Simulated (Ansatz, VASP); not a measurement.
## Two plane-wave programs on LiH

INCAR

```
SYSTEM = LiH
ALGO = Normal
EDIFF = 1E-6
ENCUT = 520
GGA = PS
ISIF = 2
ISMEAR = 0
LASPH = .True.
LCHARG = .False.
LREAL = .False.
LWAVE = .False.
NBANDS = 9
NELM = 60
PREC = Accurate
SIGMA = 0.01
```

KPOINTS

```
k-points
0
Gamma
  8 8 8
  0 0 0
```

The input POSCAR:

```
LiH
1.0
    2.5016587118      0.0000000000      0.0000000000
    0.0000000000      2.5016587118      0.0000000000
    0.0000000000      0.0000000000      2.5016587118
Li H
1 1
Direct
    0.0000000000      0.0000000000      0.0000000000
    0.5000000000      0.5000000000      0.5000000000
```

Input for Ansatz:

```yaml
crystal:
  lattice:
    - [2.5016587118, 0.0, 0.0]
    - [0.0, 2.5016587118, 0.0]
    - [0.0, 0.0, 2.5016587118]
  atoms:
    - { symbol: Li, position: [0.0, 0.0, 0.0] }
    - { symbol: H, position: [0.5, 0.5, 0.5] }
kpoints:
  mp_grid: { grid: [8, 8, 8] }
hamiltonian:
  xc: pbesol
scf:
  occupations: { method: fixed }
  n_extra_bands: 4
output:
  forces: true
  stress: true
  eigenvalues: true
  write_density: true
  write_potential: true
  elf: true
  volumetric_format: npy
```

The cell was built by a generator and needn't be a form met in nature.

Alike in both runs: task single point; functional PBEsol; k mesh 8 × 8 × 8; no spin polarisation.

|  | VASP | Ansatz |
| --- | --- | --- |
| version | VASP 6.6.1 | Ansatz 0.2.0 |
| potentials or method | VASP PAW PBE potentials, release 64 (Li_sv, H) | plane waves, PAW |
| plane-wave cutoff (eV) | 520 | 420 |
| occupations | gaussian, width 0.01 eV | fixed |
| valence electrons in the cell | 4 | 4 |

|  | VASP | Ansatz | Ansatz less VASP |
| --- | --- | --- | --- |
| gap on the k mesh at the Fermi level (eV) | 0.47 | 0.45 | -0.023 |

 As with any semilocal functional, this PBEsol gap is likely too small. A k mesh can miss the band edges.
